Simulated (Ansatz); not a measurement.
# ZrSi2P4 bilayer (AA') in a perpendicular field

Wanted: the out-of-plane response of the ZrSi2P4 bilayer (AA'). A positive field points along +c.

Calculated with Ansatz 0.2.0; plane-wave DFT, r2SCAN-D4, Ansatz PAW.

Most raw output is cut from this account.

**1. The starting structure**

The cell holds 14 atoms: 8 P, 4 Si and 2 Zr. Its edges and angles: a = 3.480 Å, b = 3.480 Å, c = 72.975 Å, α = 90.0°, β = 90.0°, γ = 120.0°. Regions: layer 1: ZrSi2P4, 7 atoms (4 P, 2 Si and 1 Zr); layer 2: ZrSi2P4, 7 atoms (4 P, 2 Si and 1 Zr). Vacuum lies along c.

**2. Relaxation**

The starting cell is a guess, so the in-plane lattice and the atoms are relaxed first, with the slab cut off from its images along the normal.

input.yaml reads:

```yaml
crystal:
  lattice:
    - [3.48, 0.0, 0.0]
    - [-1.74, 3.0137684052, 0.0]
    - [0.0, 0.0, 72.9750581169]
  atoms:
    - { symbol: P, position: [0.0, 0.0, 0.3562861157] }
    - { symbol: Si, position: [0.3333333333, 0.6666666667, 0.3651170472] }
    - { symbol: P, position: [0.3333333333, 0.6666666667, 0.3940310359] }
    - { symbol: Zr, position: [0.0, 0.0, 0.4171804082] }
    - { symbol: P, position: [0.3333333333, 0.6666666667, 0.4403297805] }
    - { symbol: Si, position: [0.3333333333, 0.6666666667, 0.4692437691] }
    - { symbol: P, position: [0.0, 0.0, 0.4780747006] }
    - { symbol: P, position: [0.3333333333, 0.6666666667, 0.5219252994] }
    - { symbol: Si, position: [0.0, 0.0, 0.5307562309] }
    - { symbol: P, position: [0.0, 0.0, 0.5596702195] }
    - { symbol: Zr, position: [0.3333333333, 0.6666666667, 0.5828195918] }
    - { symbol: P, position: [0.0, 0.0, 0.6059689641] }
    - { symbol: Si, position: [0.0, 0.0, 0.6348829528] }
    - { symbol: P, position: [0.3333333333, 0.6666666667, 0.6437138843] }
  periodic: [true, true, false]
kpoints:
  mp_grid: { grid: [12, 12, 1] }
hamiltonian:
  xc: r2scan
  dispersion: d4
scf:
  occupations: { method: fermi_dirac, width: 0.05 }
  convergence: { dr2_threshold: 1.0e-09 }
relax:
  f_tol: 0.004
  max_steps: 90
  cell: {}
output:
  write_potential: true
  write_density: true
  volumetric_format: npy
```

Launch:

```
ansatz run input.yaml --threads 8 --pin off --max-ram 12288MiB --backend cpu --events-out ev --progress --plain --runs-dir out
```

It took 2.5 min on 8 threads of Arm Neoverse V2, shared host; peak memory 4.9 GiB.

Step by step:

```
step  energy less that of the first step (eV)  largest force component (eV/Å)  volume (Å³)
   1                                   0.0000                          3.5720       765.36
   2                                  -3.3453                          0.8426       791.34
   3                                  -3.8097                          0.2451       828.43
   4                                  -3.8433                          0.1126       828.34
   5                                  -3.8460                          0.0155       830.67
   6                                  -3.8461                          0.0104       830.33
   7                                  -3.8461                          0.0016       830.44
  8*                                  -3.8495                          0.0016       830.44
```

Relaxation steps marked * repeat the geometry before them on a plane-wave basis chosen anew for their cell, so energy and pressure can jump there.

The run keeps the 12 symmetry operations that it works with, so distortions that break them were not tested.

```
cell as run  before  after  change
      a (Å)   3.480  3.625  +4.2 %
      b (Å)   3.480  3.625  +4.2 %
```

The atoms that moved most (Å, along periodic axes as changes of fractional coordinates times the final cell, across vacuum about the mean position):

```
atom     dx     dy      dz  length
 P14  0.000  0.000   0.587   0.587
  P1  0.000  0.000  -0.587   0.587
  P5  0.000  0.000  -0.456   0.456
 P10  0.000  0.000   0.456   0.456
 Si6  0.000  0.000  -0.338   0.338
 Si9  0.000  0.000   0.338   0.338
Zr11  0.000  0.000   0.307   0.307
 Zr4  0.000  0.000  -0.307   0.307
```

Numbers from this step:

- energy at zero smearing: -17027.3346 eV

The lattice constant a goes from 3.480 to 3.625 Å.

**3. Atoms held, field 0**

A sawtooth potential applies the field, turning back in the middle of the vacuum. With the dipole correction the typed value is the field outside the slab. The induced dipole is small, so the SCF threshold is tight.

The cell differs from the one that the last finished run ended in (c 72.975 → 40.148 Å).

input.yaml reads:

```yaml
crystal:
  lattice:
    - [3.6249367123, 0.0, 0.0]
    - [-1.8124683561, 3.1392872799, 0.0]
    - [0.0, 0.0, 40.1483147948]
  atoms:
    - { symbol: P, position: [0.0, 0.0, 0.2241688112] }
    - { symbol: Si, position: [0.3333333333, 0.6666666667, 0.2478465389] }
    - { symbol: P, position: [0.3333333333, 0.6666666667, 0.3033804227] }
    - { symbol: Zr, position: [0.0, 0.0, 0.3418076416] }
    - { symbol: P, position: [0.3333333333, 0.6666666667, 0.3801903804] }
    - { symbol: Si, position: [0.3333333333, 0.6666666667, 0.435684018] }
    - { symbol: P, position: [0.0, 0.0, 0.4593254411] }
    - { symbol: P, position: [0.3333333333, 0.6666666667, 0.5406745589] }
    - { symbol: Si, position: [0.0, 0.0, 0.564315982] }
    - { symbol: P, position: [0.0, 0.0, 0.6198096196] }
    - { symbol: Zr, position: [0.3333333333, 0.6666666667, 0.6581923584] }
    - { symbol: P, position: [0.0, 0.0, 0.6966195773] }
    - { symbol: Si, position: [0.0, 0.0, 0.7521534611] }
    - { symbol: P, position: [0.3333333333, 0.6666666667, 0.7758311888] }
kpoints:
  mp_grid: { grid: [18, 18, 1] }
  band_path:
    path: [[0, 0, 0], [0.5, 0, 0], [0.33333333, 0.33333333, 0], [0, 0, 0]]
    npoints: 16
hamiltonian:
  xc: r2scan
  dispersion: d4
scf:
  occupations: { method: fermi_dirac, width: 0.05 }
  convergence: { dr2_threshold: 1.0e-10 }
efield:
  axis: 3
  dipole_correction: true
  ramp_position: 0.97
  ramp_width: 0.06
  amplitude: 0
output:
  dos: { projected: true, e_range: [-6, 5] }
  bader: true
  write_potential: true
  write_density: true
  volumetric_format: npy
  elf: true
```

Elapsed: 71 s, on 8 threads; peak memory 3.3 GiB.

This step gave:

```
energy at zero smearing            : -17027.3385 eV
dipole along the normal            : -9.14e-7 e·Å
gap along the path                 : 0.3014 eV
smallest direct gap along the path : 0.3128 eV
ionisation energy, upper face      : 5.957 eV
electron affinity, upper face      : 5.655 eV
gap, the smaller of path and mesh  : 0.3014 eV
```

Running mean over a fixed 2.5 Å (it still follows the layers) of the planar mean; the ramp of the sawtooth is left out. Electron's electrostatic potential energy less the Fermi level against z:

```
z (Å)  electron's electrostatic potential energy less the Fermi level (eV)
    4                                                                 5.79
    5                                                                 5.78
    6                                                                 5.75
    7                                                                 5.07
    8                                                               0.0314
    9                                                                -6.14
   10                                                                -6.44
   11                                                                -3.69
   12                                                                -3.69
   13                                                                -8.80
   14                                                                -8.73
   15                                                                -6.18
   16                                                                -3.22
   17                                                                -4.81
   18                                                                -7.40
   19                                                                -3.05
   20                                                                 1.89
   21                                                                -2.12
   22                                                                -7.18
   23                                                                -5.33
   24                                                                -3.39
   25                                                                -5.24
   26                                                                -8.88
   27                                                                -8.93
   28                                                                -4.37
   29                                                                -3.53
   30                                                                -5.86
   31                                                                -6.73
   32                                                               -0.978
   33                                                                 4.70
   34                                                                 5.73
   35                                                                 5.78
   36                                                                 5.79
```

The density of states has structure finer than the step of the table below, so its rows give means over 0.2 eV, whole bins alone (the curve runs from -6 to 2.13 eV). Peaks (eV: height): -4.70: 15.7, -3.41: 16.4, -1.20: 14.5, -1.09: 17.2, -0.90: 15.0, -0.79: 17.5, -0.68: 17.8.

The density of states by energy, zero at the Fermi level of the run, which the smearing sets inside the gap; means over each step:

```
energy (eV)  density of states (states/eV a cell)
       -5.8                                 0.674
       -5.6                                 0.661
       -5.4                                  1.22
       -5.2                                  2.44
       -5.0                                  3.48
       -4.8                                  10.4
       -4.6                                  5.81
       -4.4                                  5.32
       -4.2                                  7.38
       -4.0                                  8.29
       -3.8                                  5.08
       -3.6                                  8.64
       -3.4                                  12.3
       -3.2                                  8.88
       -3.0                                  7.75
       -2.8                                  6.63
       -2.6                                  7.18
       -2.4                                  7.38
       -2.2                                  8.66
       -2.0                                  9.19
       -1.8                                  10.5
       -1.6                                  9.63
       -1.4                                  6.61
       -1.2                                  11.8
       -1.0                                  10.9
       -0.8                                  11.4
       -0.6                                  10.2
       -0.4                                  4.75
       -0.2                                  1.36
        0.0                                     0
        0.2                                 0.934
        0.4                                  3.03
        0.6                                  5.82
        0.8                                  4.56
        1.0                                  3.52
        1.2                                  1.55
        1.4                                 0.939
        1.6                                  1.93
        1.8                                  2.83
        2.0                                  2.77
```

Projected DOS per atom over height of the atomic layer and energy from the Fermi level. Layers: P Si P Zr P Si P P Si P Zr P Si P from below.

Values in states/eV, 22 rows by 14 columns, each cell a mean:
```
0.24 0.31 0.01 0.05 0.01 0.29 0.23 0.23 0.29 0.01 0.05 0.01 0.31 0.24
0.09 0.12 0.01 0.10 0.01 0.18 0.14 0.14 0.18 0.01 0.10 0.01 0.12 0.09
0.04 0.03 0.04 0.64 0.04 0.03 0.05 0.05 0.03 0.04 0.64 0.04 0.03 0.04
0.09 0.09 0.09 1.79 0.09 0.09 0.09 0.09 0.09 0.09 1.79 0.09 0.09 0.09
0.05 0.06 0.09 1.24 0.09 0.07 0.05 0.05 0.07 0.09 1.24 0.09 0.06 0.05
0.00 0.01 0.01 0.10 0.01 0.01 0.01 0.01 0.01 0.01 0.10 0.01 0.01 0.00
0.11 0.01 0.49 0.31 0.49 0.01 0.12 0.12 0.01 0.49 0.31 0.49 0.01 0.11
0.51 0.04 1.35 0.87 1.36 0.06 0.76 0.76 0.06 1.36 0.87 1.35 0.04 0.51
0.90 0.08 1.41 1.18 1.37 0.10 0.73 0.73 0.10 1.37 1.18 1.41 0.08 0.90
0.98 0.13 0.70 0.69 0.69 0.11 0.60 0.60 0.11 0.69 0.69 0.70 0.13 0.98
1.22 0.28 0.88 0.76 0.75 0.26 1.00 1.00 0.26 0.75 0.76 0.88 0.28 1.22
0.73 0.28 0.66 0.53 0.79 0.28 0.97 0.97 0.28 0.79 0.53 0.66 0.28 0.73
0.56 0.33 0.66 0.44 0.69 0.31 0.58 0.58 0.31 0.69 0.44 0.66 0.33 0.56
0.56 0.40 0.49 0.50 0.49 0.37 0.57 0.57 0.37 0.49 0.50 0.49 0.40 0.56
0.81 0.64 0.68 0.59 0.66 0.62 0.81 0.81 0.62 0.66 0.59 0.68 0.64 0.81
0.62 0.50 0.75 0.55 0.78 0.52 0.67 0.67 0.52 0.78 0.55 0.75 0.50 0.62
0.56 0.52 0.69 0.46 0.60 0.48 0.56 0.56 0.48 0.60 0.46 0.69 0.52 0.56
0.39 0.44 0.39 0.27 0.41 0.45 0.42 0.42 0.45 0.41 0.27 0.39 0.44 0.39
0.58 0.64 0.62 0.38 0.68 0.70 0.65 0.65 0.70 0.68 0.38 0.62 0.64 0.58
0.34 0.31 0.16 0.06 0.14 0.31 0.36 0.36 0.31 0.14 0.06 0.16 0.31 0.34
0.11 0.10 0.04 0.02 0.03 0.12 0.14 0.14 0.12 0.03 0.02 0.04 0.10 0.11
0.08 0.07 0.03 0.01 0.02 0.06 0.07 0.07 0.06 0.02 0.01 0.03 0.07 0.08
```
Columns: height of the atomic layer (Å) from 9 to 31.1 (not evenly spaced); rows upwards: energy from the Fermi level (eV) from -5.96 to 2.05.

Electronic bands along the path, in eV, zero at the Fermi level of the run, which the smearing sets inside the gap:

```
  point  band 37  band 38  band 39  band 40  band 41  band 42  band 43  band 44
      Γ    -0.18    -0.18    -0.17    -0.17     0.90     1.14     2.52     2.65
halfway    -0.99    -0.76    -0.75    -0.75     0.60     0.62     1.96     2.11
      M    -1.35    -1.22    -0.19    -0.18     0.13     0.15     1.43     1.48
halfway    -1.19    -1.07    -0.78    -0.64     0.85     0.86     2.63     2.83
      K    -1.22    -1.22    -0.44    -0.44     1.45     1.50     2.38     2.61
halfway    -0.93    -0.89    -0.88    -0.73     0.66     0.67     2.84     2.89
      Γ    -0.18    -0.18    -0.17    -0.17     0.90     1.14     2.52     2.65
```

ELF in the ca plane at fractional y = 0.667, with atoms of Si and P and Zr within 0.2 Å of it. It is the smooth field of the valence electrons, not physical close to the nuclei.

Values, 5 rows by 16 columns, each cell a mean:
```
0.61 0.67 0.19 0.13 0.46 0.43 0.49 0.79 0.45 0.50 0.78 0.47 0.45 0.44 0.13 0.02
0.72 0.56 0.13 0.46 0.68 0.49 0.37 0.71 0.31 0.34 0.70 0.34 0.53 0.67 0.50 0.24
0.54 0.23 0.28 0.84 0.52 0.48 0.09 0.20 0.59 0.55 0.21 0.09 0.53 0.50 0.88 0.78
0.37 0.17 0.35 0.81 0.27 0.46 0.05 0.09 0.58 0.57 0.09 0.05 0.50 0.23 0.88 0.84
0.74 0.43 0.15 0.72 0.77 0.51 0.25 0.53 0.37 0.37 0.54 0.22 0.56 0.76 0.76 0.50
```
Columns run along c (16.0 Å, from fractional 0.44 to 0.84 of the cell), rows up along a (3.6 Å). Atoms in or near the plane, at fractional coordinates: P at (0.54, 0.33), Zr at (0.66, 0.33), P at (0.78, 0.33).

Electrostatic potential energy in the ca plane at fractional y = 0.667, with atoms of Si and P and Zr within 0.2 Å of it. With pseudopotentials it is smooth inside the atoms' cores, unlike the true potential.

Ten even steps from '0' (-63 eV) to '9' (8 eV), each cell a mean:
```
98889999999988889999899999998999988889999999
98889999999988889998899999998899988889999999
98899999999988899999999888999999998889999999
78899999998778999999998766889999999887789999
25899999974236899999986212589999999742379999
03799999961004899999984000379999998610058999
13799999972015899999985100379999999620158999
57899999986457999999987434689999999864589999
88899999999888999999998878899999999888899999
```
Columns run along c (16.0 Å, from fractional 0.44 to 0.84 of the cell; values clipped at the 3rd and 97th percentile), rows up along a (3.6 Å). Atoms in or near the plane, at fractional coordinates: P at (0.54, 0.33), Zr at (0.66, 0.33), P at (0.78, 0.33).

Valence density in the ca plane at fractional y = 0.667, with atoms of Si and P and Zr within 0.2 Å of it. It is the smooth field of the valence electrons, not physical close to the nuclei.

Ten even steps from '0' (0.00 e/Å³) to '9' (0.78 e/Å³), each cell a mean:
```
00000000012343210001122344322110011344321000
00000000012443210001112344321100001234321000
00000000012344321112233333333211112344321000
00000000001345432235675322467643223454210001
00000000001244335577688423588677543344210002
00000000001232126896148523673279851123100013
00000000001233136797468423585488752233200012
00000000001245434457887422478765444454210001
00000000012344321123454322345432123444310000
```
Columns run along c (16.0 Å, from fractional 0.12 to 0.52 of the cell), rows up along a (3.6 Å). Atoms in or near the plane, at fractional coordinates: Si at (0.25, 0.33), P at (0.30, 0.33), P at (0.38, 0.33), Si at (0.44, 0.33).

The gap is 0.30 eV, with the valence edge 5.96 eV and the conduction edge 5.66 eV under the upper vacuum level.

**4. Atoms held, field 0.05 V/Å**

input.yaml: that of step 3 with these lines changed.

```diff
@@ -36,6 +36,4 @@
   ramp_width: 0.06
-  amplitude: 0
+  amplitude: 0.05
 output:
-  dos: { projected: true, e_range: [-6, 5] }
-  bader: true
   write_potential: true
@@ -43,2 +41 @@
   volumetric_format: npy
-  elf: true
```

It took 57 s on 8 threads; peak memory 3.1 GiB.

The dipole is 0.0734 e·Å, and the gap 0.279 eV.

**5. Single point, field -0.05 V/Å**

input.yaml: that of step 4 with these lines changed.

```diff
@@ -36,3 +36,3 @@
   ramp_width: 0.06
-  amplitude: 0.05
+  amplitude: -0.05
 output:
```

Elapsed: 58 s, on 8 threads; peak memory 3.1 GiB; 7.5 min of CPU time.

The dipole is -0.0734 e·Å, and the gap 0.279 eV.

**6. Single point, field 0.1 V/Å**

input.yaml: that of step 5 with these lines changed.

```diff
@@ -34,5 +34,5 @@
   dipole_correction: true
-  ramp_position: 0.97
-  ramp_width: 0.06
-  amplitude: -0.05
+  ramp_position: 0.9694
+  ramp_width: 0.0613
+  amplitude: 0.1
 output:
```

Wall time 61 s (8 threads); peak memory 3.1 GiB; 8 min of CPU time.

The dipole is 0.147 e·Å, and the gap 0.250 eV.

**7. Single point, field 0.2 V/Å**

input.yaml: that of step 6 with these lines changed.

```diff
@@ -36,3 +36,3 @@
   ramp_width: 0.0613
-  amplitude: 0.1
+  amplitude: 0.2
 output:
```

It took 84 s on 8 threads; peak memory 3.1 GiB; 11 min of CPU time.

The dipole is 0.294 e·Å, and the gap 0.194 eV.

**8. Atoms held, field 0.3 V/Å**

input.yaml: that of step 7 with these lines changed.

```diff
@@ -34,6 +34,8 @@
   dipole_correction: true
-  ramp_position: 0.9694
-  ramp_width: 0.0613
-  amplitude: 0.2
+  ramp_position: 0.9676
+  ramp_width: 0.0648
+  amplitude: 0.3
 output:
+  dos: { projected: true, e_range: [-6, 5] }
+  bader: true
   write_potential: true
@@ -41 +43,2 @@
   volumetric_format: npy
+  elf: true
```

Run time: 83 s. Hardware: 8 threads; peak memory 3.3 GiB; 11 min of CPU time.

The dipole is 0.442 e·Å, and the gap 0.148 eV.

(Part 1 of 2 ends here.)

[Logs are printed without paths, hosts, clocks, repeated set-up lines and the standing remarks that a program may print on its own settings, such as how far it seeks lower states.]

[Hosts, paths, dates, database ids (printed as entryN), source tags and the programs' standing remarks are cut or masked in the printed files.]

[Maps of the electrostatic potential energy from Ansatz leave out the sawtooth potential of an applied field or a dipole correction, so their vacuum need not be flat; planar profiles and work functions include it.]

[The density of states shown here was stored with 400 of the rows of the run's finer table, so its peaks can read low, often by over a quarter, or be missed, and its means over a window can be off by a tenth or more.]
